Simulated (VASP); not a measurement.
Write the native input for VASP 6.6.1 that does the following.

| Property | Result |
| --- | --- |
| Task | relaxation of cell and atoms |
| Functional | LDA |
| Potentials or basis | VASP PAW LDA potentials, release 64 (Al, N) |
| Cutoff | 520 eV |
| k mesh | 14 × 14 × 14 |
| Occupations | gaussian, width 0.02 eV |
| Spin | no spin polarisation |
| Further INCAR settings | ALGO = Normal; EDIFF = 1e-07; IBRION = 2; EDIFFG = -0.002; NSW = 80; ISIF = 3 |

The structure of AlN lies in POSCAR:

```
AlN                                     
1.0
   -0.0000000000      2.0070959087      2.0070959087
    2.0070959087     -0.0000000000      2.0070959087
    2.0070959087      2.0070959087      0.0000000000
  Al              N             
     1     1
Direct
     0.5000000000000000    0.5000000000000000    0.5000000000000000
     0.0000000000000000    0.0000000000000000    1.0000000000000000
```

Measurements of this composition are mostly on another form, of space group No. 186.

The input as run:

INCAR

```
  PREC = Accurate
  ENCUT = 520
  EDIFF = 1E-7
  ISMEAR = 0
  SIGMA = 0.02
  LREAL = False
  LASPH = True
  NELM = 60
  ALGO = Normal
  ISIF = 3
  LWAVE = False
  LCHARG = False
  IBRION = 2
  NSW = 80
  EDIFFG = -0.002
```

KPOINTS

```
regular mesh
0
Gamma
  14 14 14
```

Potentials or basis: VASP PAW LDA potentials, release 64 (Al, N).

Command:

```console
$ cat potpaw_LDA.64/Al/POTCAR potpaw_LDA.64/N/POTCAR > POTCAR
$ mpirun -np 1 vasp_std > vasp.out
```

Results of the run:

```
Pressure after relaxing : 0.0 GPa
Band gap on the k mesh  : 4.67 eV, indirect (least direct gap 6.09 eV)
```

Caveat: the relaxation stopped at its first step, so nothing moved.

Run time: 6 s on 1 thread of AMD EPYC 9R45 96-Core Processor (Zen 5), on a shared host, peak memory 0.1 GiB.
